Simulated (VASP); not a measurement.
## CaO (strained rocksalt): one PBE single-point calculation in two programs

```cif
data_structure
_symmetry_space_group_name_H-M 'P 1'
_symmetry_Int_Tables_number 1
_cell_length_a 3.2211
_cell_length_b 3.2211
_cell_length_c 3.2211
_cell_angle_alpha 60.000
_cell_angle_beta 60.000
_cell_angle_gamma 60.000
_cell_volume 23.63
loop_
_atom_site_label
_atom_site_type_symbol
_atom_site_fract_x
_atom_site_fract_y
_atom_site_fract_z
_atom_site_occupancy
Ca1 Ca 0.00000 0.00000 0.00000 1
O1 O 0.50000 0.50000 0.50000 1
```

Datasets and cutoffs are each program's own. VASP's cell holds 16 valence electrons and Ansatz's 16. Ansatz's stress includes a Pulay correction; VASP's doesn't.

Cutoffs: 520 eV in VASP, 420 eV in Ansatz. k meshes: 10×10×10 and 10×10×10.

```
                               VASP    Ansatz
gap between bands v and c   3.52 eV   3.54 eV
         least direct gap   3.83 eV   3.86 eV
                 pressure  28.5 GPa  27.2 GPa
```

Band v is the last that the valence electrons fill when counted band by band, and c is the next. Levels in eV from the top of v, Ansatz:

```json
{"point": "Γ", "v−1": "0.00", "v": "0.00", "c": "6.18", "c+1": "6.60"}
{"point": "X", "v−1": "-0.31", "v": "-0.31", "c": "3.54", "c+1": "9.32"}
{"point": "K", "v−1": "-1.13", "v": "-0.91", "c": "5.38", "c+1": "8.86"}
{"point": "L", "v−1": "-1.55", "v": "-1.55", "c": "7.83", "c+1": "9.25"}
{"point": "W", "v−1": "-1.01", "v": "-1.01", "c": "6.80", "c+1": "6.80"}
```

VASP:

```
point    v−1      v     c   c+1
    Γ   0.00   0.00  6.15  6.58
    X  -0.31  -0.31  3.52  9.31
    K  -1.13  -0.92  5.37  8.85
    L  -1.57  -1.57  7.81  9.24
    W  -1.02  -1.02  6.79  6.79
```
